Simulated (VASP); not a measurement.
## PbS: relaxation of cell and atoms with PBEsol

The system is PbS.

```
Pb S
1.0
     0.00000    2.98809    2.98809
     2.98809    0.00000    2.98809
     2.98809    2.98809    0.00000
Pb S
1 1
Direct
  0.50000 0.50000 0.50000
  0.00000 0.00000 0.00000
```

The cell is a database's computed one.

- Program: VASP 6.6.1
- Task: relaxation of cell and atoms
- Functional: PBEsol
- Potentials or basis: VASP PAW PBE potentials, release 64 (Pb, S)
- Cutoff: 580 eV
- k mesh: 10 × 10 × 10
- Occupations: gaussian, width 0.02 eV
- Spin: no spin polarisation
- Further INCAR settings: ALGO = Fast; EDIFF = 1e-07; IBRION = 2; EDIFFG = -0.005; NSW = 90; ISIF = 3

| Property | Result |
| --- | --- |
| Relaxed volume | 25.62 Å³/atom |
| Relaxed cell | a = 4.169 Å, b = 4.169 Å, c = 4.169 Å, α = 60.00°, β = 60.00°, γ = 60.00° |
| Space group after relaxing (to 0.05 Å) | Fm-3m (No. 225) |
| Energy gained by relaxing | 7.9 meV/atom |
| Ionic steps | 3 |
| Pressure after relaxing | 0.0 GPa |
| Band gap on the k mesh | 0.18 eV, direct |

Step by step:
```
step  energy change (eV)  largest force (eV/Å)  pressure (GPa)  volume (Å³)
   1              0.0000                0.0000           -2.30        53.36
   2             -0.0134                0.0000            1.01        50.45
   3             -0.0159                0.0000            0.00        51.24
```

Final structure:
```
CELL_PARAMETERS angstrom
0.00000 2.94796 2.94796
2.94796 0.00000 2.94796
2.94796 2.94796 0.00000
ATOMIC_POSITIONS crystal
Pb 0.50000 0.50000 0.50000
S 0.00000 0.00000 0.00000
```

Levels at points of the mesh, in eV from the valence-band top:
| k point | band 2 | band 3 | band 4 | band 5 | band 6 | band 7 | band 8 | band 9 |
| --- | --- | --- | --- | --- | --- | --- | --- | --- |
| (0.00, 0.00, 0.00) | -6.04 | -2.29 | -2.29 | -2.29 | 5.19 | 5.19 | 5.19 | 6.53 |
| (0.50, 0.00, 0.00) | -9.04 | -1.90 | -1.90 | 0.00 | 0.18 | 1.83 | 1.83 | 8.41 |
| (0.50, 0.50, 0.00) | -7.28 | -5.44 | -3.61 | -3.61 | 3.61 | 5.56 | 5.69 | 5.69 |

Wall time 51 s on 1 thread of Intel(R) Xeon(R) Platinum 8488C (Sapphire Rapids), on a shared host, peak memory 0.25 GiB.

Caveat: the PAW data sets were made with another functional, which shifts forces and pressure a little; spin-orbit coupling is left out, which as a rule narrows the gap of such compounds by several tenths of an eV. A k mesh can miss the band edges.
